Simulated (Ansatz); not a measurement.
input.yaml

```yaml
crystal:
  lattice:
    - [1.5892303, -5.041365, 0.0]
    - [1.5892303, 5.041365, 0.0]
    - [0.0, 0.0, 4.2059388]
  atoms:
    - { symbol: P, position: [0.098, 0.902, 0.91] }
    - { symbol: P, position: [0.598, 0.402, 0.59] }
    - { symbol: P, position: [0.902, 0.098, 0.09] }
    - { symbol: P, position: [0.402, 0.598, 0.41] }
basis:
  ecutwfc: 500
kpoints:
  mp_grid: { grid: [12, 12, 8] }
hamiltonian:
  xc: r2scan
scf:
  occupations: { method: gaussian, width: 0.05 }
output:
  forces: true
  stress: true
  eigenvalues: true
```

It can be run as
```bash
ansatz run input.yaml --threads 1 --pin off --backend cpu --events-out ev --progress --plain --runs-dir out  # memory cap (--max-ram) not shown
```

Theory: DFT r2SCAN, scalar-relativistic, plane waves, PAW (Ansatz 0.2.0).

Part of what the program printed, abridged (iterations and final results):

```
SCF iter   1: F=—  HF=-3035.830220 eV  |F-HF|=—  |Δ(HF+E_count)|=         —  Δρ=4.59e-3  dr2=8.77e-3  dr2_τ=7.01e-2  ethr=1.77e-3  ⟨swp⟩=7.9  Hψ=23746  notcnv=0
SCF iter   2: F=—  HF=-3035.892300 eV  |F-HF|=—  |Δ(HF+E_count)|=   6.21e-2  Δρ=2.74e-3  dr2=2.76e-3  dr2_τ=1.06e-4  ethr=4.39e-5  ⟨swp⟩=3.1  Hψ=8583  notcnv=0
SCF iter   3: F=—  HF=-3035.893156 eV  |F-HF|=—  |Δ(HF+E_count)|=   8.56e-4  Δρ=8.40e-4  dr2=1.14e-3  dr2_τ=1.70e-5  ethr=1.38e-5  ⟨swp⟩=2.5  Hψ=5491  notcnv=0
SCF iter   4: F=—  HF=-3035.892916 eV  |F-HF|=—  |Δ(HF+E_count)|=   2.40e-4  Δρ=1.91e-4  dr2=4.02e-5  dr2_τ=1.73e-6  ethr=5.70e-6  ⟨swp⟩=2.0  Hψ=4538  notcnv=0
SCF iter   5: F=—  HF=-3035.892909 eV  |F-HF|=—  |Δ(HF+E_count)|=   7.12e-6  Δρ=7.53e-5  dr2=3.29e-6  dr2_τ=1.20e-7  ethr=2.01e-7  ⟨swp⟩=2.7  Hψ=5371  notcnv=0
SCF iter   6: F=—  HF=-3035.892909 eV  |F-HF|=—  |Δ(HF+E_count)|=   1.64e-7  Δρ=1.62e-5  dr2=1.38e-7  dr2_τ=4.63e-9  ethr=1.64e-8  ⟨swp⟩=2.2  Hψ=4959  notcnv=0
SCF iter   7: F=-3035.892909 eV  HF=-3035.892909 eV  |F-HF|=2.61e-9  |Δ(HF+E_count)|=   1.23e-7  Δρ=2.83e-6  dr2=3.38e-9  dr2_τ=9.84e-11  ethr=5.00e-10  ⟨swp⟩=7.6  Hψ=17215  notcnv=0
SCF 1 converged in 7 iterations: F = -3035.892909 eV  dr2 = 3.38e-9
SCF converged after 7 iterations
Free energy (F): -3035.892909 eV
Harris-Foulkes:  -3035.892909 eV  (|F-HF|=2.61e-9)
Internal energy: -3035.892803 eV  (E = F + TS)
E sigma→0 (E₀):  -3035.892856 eV
Entropy (-TS):   -0.000107 eV (-0.027 meV/atom)
Fermi energy:    9.449602 eV
--- Per-component energies (eV) ---
  E_band       = 28.125269
  E_kinetic    = 295.665980
  E_local      = -276.309489  (includes V_loc(G=0)·N_el)
  E_nonlocal   = 135.605500
  E_hartree    = 80.510772
  E_xc         = -238.920798
  E_vxc        = -268.214337  (∫ρ·V_xc dr)
  E_paw        = -2303.839337  (= ΣΔE_a)
  E_vpaw       = -31.890461  (= ΣTr[D̂ρ^β])
  E_aug_tail   = 0.000002  (compensation charges beyond the density's cutoff)
  E_vtau       = 12.247094  (kinetic-family band-sum trace: ∫τ·v_τ [+ j·A + Jᵃ·Aᵃ] dr)
  E_ewald      = -728.242064
  E_core_change = -0.363369  (= ΣΔE_core)
  E_smearing   = -0.000107  (= −TS)
--- Forces (eV/Å), atoms counted from 1 ---
  atom   1  P      0.00000000    -1.47847275     1.48056330
  atom   2  P      0.00000000    -1.47847275    -1.48056330
  atom   3  P      0.00000000     1.47847275    -1.48056330
  atom   4  P      0.00000000     1.47847275     1.48056330
--- Stress (GPa, compression-positive) ---
       22.875570       0.000000       0.000000
        0.000000      18.282593       0.000000
        0.000000       0.000000      20.904124
  P = ⅓ Tr σ = 20.6874 GPa (206.874 kbar)
--- Band table (eV; the first three rows and the last of 215) ---
  k-point 0: bands = ["-8.9971", "-5.3345", "-1.3741", "0.9310", "3.3135", "3.9668", "4.9971", "5.8356", "5.9524", "7.6756", "9.8521", "10.0654", "11.2131", "12.6604"]
  k-point 1: bands = ["-8.8927", "-5.5080", "-1.4430", "0.9203", "3.7847", "4.0427", "4.0963", "5.7896", "6.9715", "7.0010", "9.8270", "10.9730", "11.1440", "12.4316"]
  k-point 2: bands = ["-8.5842", "-6.0044", "-1.4290", "0.7420", "3.3069", "4.2615", "4.8999", "5.6362", "5.8583", "8.0853", "10.1812", "10.9590", "12.0670", "12.3552"]
  k-point 214: bands = ["-7.3301", "-7.3301", "-1.4405", "-1.4405", "4.9386", "4.9386", "6.1806", "6.1806", "7.3491", "7.3491", "10.7204", "10.7204", "12.6929", "12.6929"]
```

The run converged.

The cell holds layers, and where no dispersion correction was added their binding is poorly described.